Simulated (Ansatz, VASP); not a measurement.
# LiF in VASP and in Ansatz

File INCAR:

```
SYSTEM = LiF
PREC     = Accurate       ! precision mode
ENCUT    = 600            ! plane-wave cutoff, eV
EDIFF    = 1E-6           ! SCF threshold, eV
ISMEAR   = 0              ! smearing method
SIGMA    = 0.02           ! smearing width, eV
LREAL    = .FALSE.        ! projectors in reciprocal space
LASPH    = .TRUE.         ! aspherical terms in the spheres
NELM     = 60             ! most SCF steps
ALGO     = Normal         ! electronic algorithm
ISIF     = 3              ! what is computed and relaxed
LWAVE    = .FALSE.        ! write WAVECAR
LCHARG   = .FALSE.        ! write CHGCAR
GGA      = PE             ! functional
IBRION   = 2              ! ionic algorithm
NSW      = 100            ! ionic steps
EDIFFG   = -0.01          ! ionic threshold
```

Contents of KPOINTS:

```
Automatic mesh
0
G
  10 10 10
  0 0 0
```

File POSCAR:

```
LiF
1.0
    0.0000000000      2.0340085237      2.0340085237
    2.0340085237      0.0000000000      2.0340085237
    2.0340085237      2.0340085237      0.0000000000
Li F
1 1
Direct
    0.5000000000      0.5000000000      0.5000000000
    0.0000000000      0.0000000000      0.0000000000
```

Input for Ansatz:

```yaml
crystal:
  lattice:
    - [0.0, 2.0340085237, 2.0340085237]
    - [2.0340085237, 0.0, 2.0340085237]
    - [2.0340085237, 2.0340085237, 0.0]
  atoms:
    - { symbol: Li, position: [0.5, 0.5, 0.5] }
    - { symbol: F, position: [0.0, 0.0, 0.0] }
basis:
  ecutwfc: 420
kpoints:
  mp_grid: { grid: [10, 10, 10] }
hamiltonian:
  xc: pbe
scf:
  occupations: { method: gaussian, width: 0.02 }
output:
  forces: true
  stress: true
  eigenvalues: true
relax:
  adjacent_minimum: "off"
  f_tol: 0.01
  max_steps: 80
  cell: { stress_tol: 0.05 }
```

Change from the starting cell: the structure that the rattled cell fell into.

Alike in both runs: task relaxation of cell and atoms; functional PBE; k mesh 10 × 10 × 10; occupations gaussian, width 0.02 eV; no spin polarisation.

```csv
,VASP,Ansatz
version,VASP 6.6.1,Ansatz 0.2.0
potentials or method,"VASP PAW PBE potentials, release 64 (Li_sv, F)","scalar-relativistic, plane waves, PAW"
plane-wave cutoff (eV),600,420
valence electrons in the cell,10,10
```

|  | VASP | Ansatz | Ansatz less VASP |
| --- | --- | --- | --- |
| gap on the k mesh at the Fermi level, each at its own relaxed structure (eV) | 8.93 | 8.83 | -0.100 |
| relaxed volume (Å³/atom) | 8.32 | 8.42 | +0.097 |
| relaxed cell length with the largest relative difference (Å) | 2.865 | 2.877 | +0.0111 |

Caveats: the cutoff is under 1.25 times the usual one of these potentials, so pressure, stress and relaxed cells hold a basis-set (Pulay) error (VASP). A k mesh can miss the band edges.
